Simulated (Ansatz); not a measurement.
SnTe (CsCl type), DFT, PBE, all-electron LAPW, scalar-relativistic (Ansatz 0.2.0), on 1 thread of Intel(R) Xeon(R) Platinum 8488C (Sapphire Rapids) (shared host).

Command: `ansatz run input.yaml --threads 1 --pin off --max-ram 3584MiB --backend cpu --events-out ev --progress --plain --runs-dir out`

```yaml
crystal:
  lattice:
    - [3.3459735029, 0.0, 0.0]
    - [0.0, 3.3459735029, 0.0]
    - [0.0, 0.0, 3.3459735029]
  atoms:
    - { symbol: Sn, position: [0.0, 0.0, 0.0] }
    - { symbol: Te, position: [0.5, 0.5, 0.5] }
kpoints:
  mp_grid: { grid: [13, 13, 13] }
scf:
  occupations: { method: fermi_dirac, width: 0.08 }
hamiltonian:
  xc: pbe
  pseudopotentials: { kind: all_electron, lapw: { basis_error: 0.0005 } }
output:
  forces: true
  stress: true
  eigenvalues: true
relax:
  f_tol: 0.005
  max_steps: 12
  cell: { p_target: 55.0, stress_tol: 0.03 }
```

Task: How large is the problem that the program sets up?

Result: 84 irreducible k-points, 389 plane waves at Γ, 28 bands.

Task: About how long does it take, and how much memory?

Result: 33 s of wall time for 11 SCF iterations over 1 geometries, with a peak of 0.55 GiB. Times on shared machines scatter by tens of per cent.
